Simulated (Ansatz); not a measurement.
# CdO (Monteponite) under changes of volume

One of the cells (12.970 Å³/atom); the others are scaled copies at fixed shape and fractional positions:

```
CELL_PARAMETERS angstrom
0.00000 2.34950 2.34950
2.34950 0.00000 2.34950
2.34950 2.34950 0.00000
ATOMIC_POSITIONS crystal
Cd 0.00000 0.00000 0.00000
O 0.50000 0.50000 0.50000
```

```yaml
Program: Ansatz 0.2.0
Functional: PBE0
Potentials_or_basis: Ansatz PAW
Cutoff: "420 eV (not typed: the program's choice for these potentials)"
k_mesh: 5 × 5 × 5
Occupations: fermi-dirac, width 0.05 eV
Spin: no spin polarisation
```

```tsv
volume (Å³/atom)	energy over the lowest point (meV/atom)	pressure (GPa)	gap on the mesh (eV)
12.191	26.89	11.1	1.93
12.451	11.85	7.2	1.86
12.710	?	?	?
12.970	0.00	0.5	1.73
13.229	1.49	-2.3	1.66
13.488	7.28	-4.8	1.60
13.748	17.14	-7.1	1.54
```

Q: What does the run at 12.710 Å³/atom give?

A: Energy over the lowest point 3.35 meV/atom; pressure 3.6 GPa; gap on the mesh 1.80 eV.

Worked out: A Birch-Murnaghan fit of order 3 (a polynomial in V^(-2/3)) to the other rows has its minimum at 13.01 Å³/atom with B0 = V·E''(V) = 147 GPa and B' = 5.0. It gives 3.19 meV/atom at 12.710 Å³/atom, against the run's 3.35, and -dE/dV = 3.6 GPa, against 3.6. A straight line through the other rows of the gap, of slope -3.25 eV per unit of ln V, gives 1.79 eV, against the run's 1.80.

Energies are extrapolated to zero smearing.

Caveats: all runs use coarse meshes; odd divisions of the mesh miss points on the zone boundary, where band edges often lie, so the gap on the mesh can be too wide; the PAW data sets come from PBE, with cores solved anew for the run's functional, which leaves a small shift of forces and pressure; the thresholds are loose for stress.

A mesh can miss the band edges. Spin-orbit coupling on Cd is left out.
